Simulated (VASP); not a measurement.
# Ta2H (C222) in VASP: single point with HSE06

Aim: the single point of Ta2H with HSE06.

Program: VASP 6.6.1. These are calculated values, not measurements. Logs are shortened: lines on timing, memory, paths and dates and some standing lists are left out, and cuts for length are marked.

## (1) The structure

Symmetry: C222, No. 21, orthorhombic system. The conventional cell has a = 3.377 Å, b = 4.732 Å, c = 4.762 Å, α = 90.00°, β = 90.00°, γ = 90.00°. Around Ta (site symmetry 2) lie 2 H at 1.92 Å. Around H (site symmetry 222) lie 4 Ta at 1.92 Å.

The cell comes from a database or a generator and needn't be the stable form of this composition.

## (2) Single point, HSE06

File POSCAR:

```
Ta2H
1.0
    1.6883400000     -2.3657800000      0.0000000000
    1.6883400000      2.3657800000      0.0000000000
    0.0000000000      0.0000000000      4.7617500000
Ta H
2 1
Direct
    1.0000000000      0.5000000000      0.2644300000
    0.5000000000      0.0000000000      0.7355700000
    0.0000000000      0.0000000000      1.0000000000
```

File INCAR.step1:

```
PREC     = Accurate       # precision mode
ENCUT    = 520            # plane-wave cutoff, eV
EDIFF    = 1E-5           # SCF threshold, eV
ISMEAR   = 0              # smearing method
SIGMA    = 0.1            # smearing width, eV
LREAL    = F              # projectors in reciprocal space
LASPH    = T              # aspherical terms in the spheres
NELM     = 100            # most SCF steps
ALGO     = Normal         # electronic algorithm
ISIF     = 2              # what is computed and relaxed
LWAVE    = T              # write WAVECAR
NBANDS   = 18             # bands
GGA      = PE             # functional
```

File INCAR.step2:

```
PREC     = Accurate       # precision mode
ENCUT    = 520            # plane-wave cutoff, eV
EDIFF    = 1E-7           # SCF threshold, eV
ISMEAR   = 0              # smearing method
SIGMA    = 0.1            # smearing width, eV
LREAL    = F              # projectors in reciprocal space
LASPH    = T              # aspherical terms in the spheres
NELM     = 100            # most SCF steps
ALGO     = Normal         # electronic algorithm
ISIF     = 2              # what is computed and relaxed
LWAVE    = F              # write WAVECAR
LCHARG   = T              # write CHGCAR
GGA      = PE             # functional
LHFCALC  = T              # exact exchange
HFSCREEN = 0.2            # screening, 1/A
PRECFOCK = Fast         
LELF     = T              # ELF
LVHAR    = T            
NBANDS   = 18             # bands
ISTART   = 1
```

File KPOINTS:

```
regular mesh
0
Gamma
  8 8 4
```

Potentials or basis: VASP PAW PBE potentials, release 64 (Ta_pv, H).

The run is started by

```bash
$ cat potpaw_PBE.64/Ta_pv/POTCAR potpaw_PBE.64/H/POTCAR > POTCAR
$ cp INCAR.step1 INCAR
$ mpirun -np 1 vasp_std > vasp.out
$ cp INCAR.step2 INCAR
$ mpirun -np 1 vasp_std > vasp.out
```

OUTCAR:

```text
PREC = Accurate
   ENCUT = 520
   EDIFF = 1E-7
   ISMEAR = 0
   LREAL = F
   LASPH = T
   NELM = 100
   ISIF = 2
   GGA = PE
   LHFCALC = T
   HFSCREEN = 0.2
   PRECFOCK = Fast
   ISTART = 1

 ion  position               nearest neighbor table
   1  0.000  0.500  0.264-   3 1.92   3 1.92   2 2.81   2 2.81   2 3.03   2 3.03   2 3.26   2 3.26
                             2 3.46   2 3.46
   2  0.500  0.000  0.736-   3 1.92   3 1.92   1 2.81   1 2.81   1 3.03   1 3.03   1 3.26   1 3.26
                             1 3.46   1 3.46
   3  0.000  0.000  0.000-   1 1.92   2 1.92   1 1.92   2 1.92

  LATTYP: Found a base centered orthorhombic cell.
 ALAT       =     3.3766800000
 B/A-ratio  =     1.4012461945
 C/A-ratio  =     1.4101869292

  Lattice vectors:

 A1 = (   1.6883400000,  -2.3657800000,   0.0000000000)
 A2 = (   1.6883400000,   2.3657800000,   0.0000000000)
 A3 = (   0.0000000000,   0.0000000000,   4.7617500000)

Analysis of symmetry for initial positions (statically):
=====================================================================
 Subroutine PRICEL returns:
 Original cell was already a primitive cell.

 Routine SETGRP: Setting up the symmetry group for a
 base centered orthorhombic supercell.

 Subroutine GETGRP returns: Found  4 space group operations
 (whereof  4 operations were pure point group operations)
 out of a pool of  8 trial point group operations.

The static configuration has the point symmetry D_2 .

Analysis of symmetry for dynamics (positions and initial velocities):
=====================================================================
 Subroutine PRICEL returns:
 Original cell was already a primitive cell.

 Routine SETGRP: Setting up the symmetry group for a
 base centered orthorhombic supercell.

 Subroutine GETGRP returns: Found  4 space group operations
 (whereof  4 operations were pure point group operations)
 out of a pool of  8 trial point group operations.

The dynamic configuration has the point symmetry D_2 .

 Subroutine INISYM returns: Found  4 space group operations
 (whereof  4 operations are pure point group operations),
 and found     1 'primitive' translations

----------------------------------------------------------------------------------------

                                     Primitive cell

  volume of cell :      38.0392

  direct lattice vectors                    reciprocal lattice vectors
     1.688340000 -2.365780000  0.000000000     0.296148880 -0.211346786  0.000000000
     1.688340000  2.365780000  0.000000000     0.296148880  0.211346786  0.000000000
     0.000000000  0.000000000  4.761750000     0.000000000  0.000000000  0.210006825

  length of vectors
     2.906442321  2.906442321  4.761750000     0.363829113  0.363829113  0.210006825

  position of ions in fractional coordinates (direct lattice)
     1.000000000  0.500000000  0.264430000
     0.500000000  1.000000000  0.735570000
     0.000000000  0.000000000  0.000000000

  ion indices of the primitive-cell ions
   primitive index   ion index
                 1           1
                 2           2
                 3           3

----------------------------------------------------------------------------------------

 KPOINTS: regular mesh

Automatic generation of k-mesh.
 Grid dimensions read from file:
 generate k-points for:    8    8    4

 Generating k-lattice:

  Cartesian coordinates                     Fractional coordinates (reciprocal lattice)
     0.037018610 -0.026418348  0.000000000     0.125000000 -0.000000000  0.000000000
     0.037018610  0.026418348  0.000000000    -0.000000000  0.125000000  0.000000000
     0.000000000  0.000000000  0.052501706     0.000000000  0.000000000  0.250000000

  Length of vectors
     0.045478639  0.045478639  0.052501706

  Shift w.r.t. Gamma in fractional coordinates (k-lattice)
     0.000000000  0.000000000  0.000000000

 Subroutine IBZKPT returns following result:
 ===========================================

 Found     63 irreducible k-points:

 Following reciprocal coordinates:
            Coordinates               Weight
  0.000000  0.000000  0.000000      1.000000
  0.125000 -0.000000  0.000000      4.000000
  0.250000 -0.000000  0.000000      4.000000
  0.375000 -0.000000  0.000000      4.000000
  0.500000 -0.000000  0.000000      2.000000
  0.125000  0.125000  0.000000      2.000000
[... 16 lines left out ...]
  0.125000 -0.000000  0.250000      8.000000
  0.250000 -0.000000  0.250000      8.000000
 [... further k-points ...]
   k-points           NKPTS =     63   k-points in BZ     NKDIM =    256   number of bands    NBANDS=     18
   number of dos      NEDOS =    301   number of ions     NIONS =      3
   total plane-waves  NPLWV =  20736
   dimension x,y,z NGX =    24 NGY =   24 NGZ =   36
   dimension x,y,z NGXF=    48 NGYF=   48 NGZF=   72
   ions per type =               2   1
   NGX,Y,Z   is equivalent  to a cutoff of  13.73, 13.73, 12.57 a.u.
   NGXF,Y,Z  is equivalent  to a cutoff of  27.46, 27.46, 25.14 a.u.
 SYSTEM =  unknown system
   PREC   = accura    normal or accurate (medium, high low for compatibility)
   ISTART =      1    job   : 0-new  1-cont  2-samecut
   ICHARG =      0    charge: 1-file 2-atom 10-const
   ISPIN  =      1    spin polarized calculation?
   LNONCOLLINEAR =      F non collinear calculations
   LSORBIT =      F    spin-orbit coupling
   LASPH  =      T    aspherical Exc in radial PAW
   ENCUT  =  520.0 eV  38.22 Ry    6.18 a.u.   5.40  5.40  8.85*2*pi/ulx,y,z
   NELM   =    100;   NELMIN=  2; NELMDL=  0     # of ELM steps
   EDIFF  = 0.1E-06   stopping-criterion for ELM
   LREAL  =      F    real-space projection
   EDIFFG = 0.1E-05   stopping-criterion for IOM
   NSW    =      0    number of steps for IOM
   IBRION =     -1    ionic relax: 0-MD 1-quasi-New 2-CG
   NFREE  =      0    steps in history (QN), initial steepest desc. (CG)
   ISIF   =      2    stress and relaxation
   ISYM   =      3    0-nonsym 1-usesym 2-fastsym
   POTIM  = 0.5000    time-step for ionic-motion
   TEBEG  =    0.0;   TEEND  =   0.0 temperature during run
   PSTRESS=    0.0 pullay stress
   NELECT =      23.0000    total number of electrons
   NUPDOWN=      -1.0000    fix difference up-down
   EMIN   =  10.00;   EMAX   =-10.00  energy-range for DOS
   EFERMI =   0.00;   METHOD = LEGACY
   ISMEAR =     0;   SIGMA  =   0.10  broadening in eV -4-tet -1-fermi 0-gaus
   EFERMI_NEDOS =   21; number of points for ismear=-14 and -15
   IALGO  =     38    algorithm
   IMIX   =      1    mixing-type and parameters
     AMIX     =   0.40;   BMIX     =  1.00
     AMIX_MAG =   1.60;   BMIX_MAG =  1.00
  volume/ion in A,a.u.               =      12.68        85.57
  Fermi-wavevector in a.u.,A,eV,Ry     =   1.384333  2.616010 26.073894  1.916377
  Thomas-Fermi vector in A             =   2.508847
   LORBIT       =      0    0 simple, 1 ext, 2 COOP (PROOUT), +10 PAW based schemes
   GGA     = PE    functional components
   LHFCALC =     T    Hartree Fock is set to
   PRECFOCK=fast      Normal, Fast or Accurate (Low or Medium for compatibility)
   ENCUT4O =  -1.0   cutoff for four orbital integrals eV
   NKREDX  =     1    reduce k-point grid by
   NKREDY  =     1    reduce k-point grid by
   NKREDZ  =     1    reduce k-point grid by
   AEXX    =    0.2500 exact exchange contribution
   HFSCREEN=    0.2000 screening length (either q_TF or 0.3 A-1)
   HFSCREENC=   0.2000 screening length for correlation (either q_TF or 0.3 A-1)
   ENCUTFOCK=  -1.0 apply spherical cutoff to Coloumb kernel
   IVDW    =     0    specifies the selected vdW correction
   LEPSILON=     F    determine dielectric tensor
   LRPA    =     F    only Hartree local field effects (RPA)
 non-spin polarized calculation
 Gauss-broadening in eV      SIGMA  =   0.10
  energy-cutoff  :      520.00
  volume of cell :       38.04
 maximum number of plane-waves:      1046
 NGX is ok and might be reduce to    24
  NGX = 12; NGY = 12; NGZ = 20

 number of electron      22.9999997 magnetization

 Free energy of the ion-electron system (eV)
  ---------------------------------------------------
  ext. energy  EPLUGINS =         0.00000000
  ---------------------------------------------------
  free energy    TOTEN  =       -31.67956977 eV

  energy without entropy =      -31.67584389  energy(sigma->0) =      -31.67770683

 E-fermi :   5.4651     XC(G=0): -10.2830

 val. band max:        5.4228242315   @ k =  -0.1250   0.1250   0.0000
 cond. band min:       5.4700299121   @ k =   0.3750   0.2500   0.2500
 fundamental gap:      0.0472056806
 Fermi energy:         5.4651374427

 k-point     1 :       0.0000    0.0000    0.0000
  band No.  band energies     occupation
      1     -31.6099      2.00000
      2     -30.7469      2.00000
      3     -30.4104      2.00000
      4     -30.4082      2.00000
      5     -30.3805      2.00000
      6     -30.3409      2.00000
[... 10 lines left out ...]
     17      10.5475      0.00000
     18      13.3840      0.00000

 k-point     2 :       0.1250   -0.0000    0.0000
  band No.  band energies     occupation
      1     -31.5519      2.00000
      2     -30.8148      2.00000
      3     -30.5193      2.00000
      4     -30.4555      2.00000
      5     -30.4286      2.00000
      6     -30.3714      2.00000
[... 10 lines left out ...]
     17      10.8164      0.00000
     18      13.6127      0.00000

 k-point     3 :       0.2500   -0.0000    0.0000
  band No.  band energies     occupation
      1     -31.3957      2.00000
      2     -31.0441      2.00000
      3     -30.8381      2.00000
      4     -30.5428      2.00000
      5     -30.4910      2.00000
      6     -30.3987      2.00000
[... 412 lines left out ...]
 k-point    23 :       0.1250   -0.0000    0.2500
  band No.  band energies     occupation
      1     -31.4251      2.00000
      2     -30.7925      2.00000
      3     -30.6477      2.00000
      4     -30.4681      2.00000
      5     -30.4511      2.00000
      6     -30.3772      2.00000
[... 10 lines left out ...]
     17      10.4987      0.00000
     18      12.0311      0.00000

 k-point    24 :       0.2500   -0.0000    0.2500
  band No.  band energies     occupation
      1     -31.3864      2.00000
      2     -31.0480      2.00000
      3     -30.8399      2.00000
      4     -30.5727      2.00000
      5     -30.4947      2.00000
      6     -30.3698      2.00000
[... 10 lines left out ...]
     17      10.4670      0.00000
     18      13.1400      0.00000

 [... further k-points ...]

------------------------ aborting loop because EDIFF is reached ----------------------------------------

  FORCE on cell =-STRESS in cart. coord.  units (eV):
  Direction    XX          YY          ZZ          XY          YZ          ZX
  --------------------------------------------------------------------------------------
  -------------------------------------------------------------------------------------
  Total        0.7255550      0.4873321      0.5109204      0.0000000      0.0000000      0.0000000
  in kB       30.5597676     20.5260194     21.5195410      0.0000000      0.0000000      0.0000000
  external PRESSURE =      24.2017760 kB  Pullay stress =       0.0000000 kB

 VOLUME and BASIS-vectors are now :
 -----------------------------------------------------------------------------
  energy-cutoff  :      520.00
  volume of cell :       38.04
      direct lattice vectors                 reciprocal lattice vectors
     1.688340000 -2.365780000  0.000000000     0.296148880 -0.211346786  0.000000000
     1.688340000  2.365780000  0.000000000     0.296148880  0.211346786  0.000000000
     0.000000000  0.000000000  4.761750000     0.000000000  0.000000000  0.210006825

 POSITION                                       TOTAL-FORCE (eV/Angst)
 -----------------------------------------------------------------------------------
      0.84417      1.18289      1.25915        -0.000000     -0.000000     -0.105876
      0.84417     -1.18289      3.50260         0.000000      0.000000      0.105876
      0.00000      0.00000      0.00000         0.000000      0.000000      0.000000
 -----------------------------------------------------------------------------------
    total drift:                                0.000000     -0.000000      0.000000

  FREE ENERGIE OF THE ION-ELECTRON SYSTEM (eV)
  ---------------------------------------------------
  free  energy   TOTEN  =       -31.6795697652 eV

  energy  without entropy=      -31.6758438906  energy(sigma->0) =      -31.67770683
```

It took 73 min on 1 thread of Intel Xeon 6975P-C (Granite Rapids), shared host; peak memory 0.31 GiB.

What came out:

* Free energy: -31.6796 eV
* Pressure: 2.4 GPa
* Largest force: 0.106 eV/Å
* Band gap on the k mesh: none (metal or under the smearing width)

Forces on the atoms (eV/Å):
```
Ta   0.000  0.000 -0.106
Ta   0.000  0.000  0.106
H    0.000  0.000  0.000
```

Stress tensor (GPa, compression positive):
```
3.06 0.00 0.00
0.00 2.05 0.00
0.00 0.00 2.15
```

Levels at points of the mesh, in eV from the Fermi level:
| k point | band 8 | band 9 | band 10 | band 11 | band 12 | band 13 | band 14 | band 15 |
| --- | --- | --- | --- | --- | --- | --- | --- | --- |
| (0.00, 0.00, 0.00) | -5.26 | -3.68 | -1.07 | 0.49 | 0.54 | 0.99 | 3.95 | 4.25 |
| (0.50, 0.00, 0.00) | -3.88 | -3.21 | -2.21 | -1.18 | -1.13 | 3.46 | 3.58 | 5.00 |
| (0.50, 0.50, 0.00) | -5.27 | -4.47 | -2.76 | -0.55 | 4.09 | 4.62 | 6.71 | 6.83 |
| (0.00, 0.00, 0.50) | -6.86 | -2.59 | -1.36 | -0.97 | 0.42 | 2.87 | 3.54 | 3.69 |
| (0.50, 0.00, 0.50) | -5.20 | -2.23 | -2.07 | -0.95 | 0.62 | 3.91 | 3.97 | 5.12 |
| (0.50, 0.50, 0.50) | -3.62 | -3.56 | -2.56 | 0.39 | 0.42 | 1.00 | 1.94 | 6.72 |

Caveat: the PAW data sets were made with another functional, which shifts forces and pressure a little.
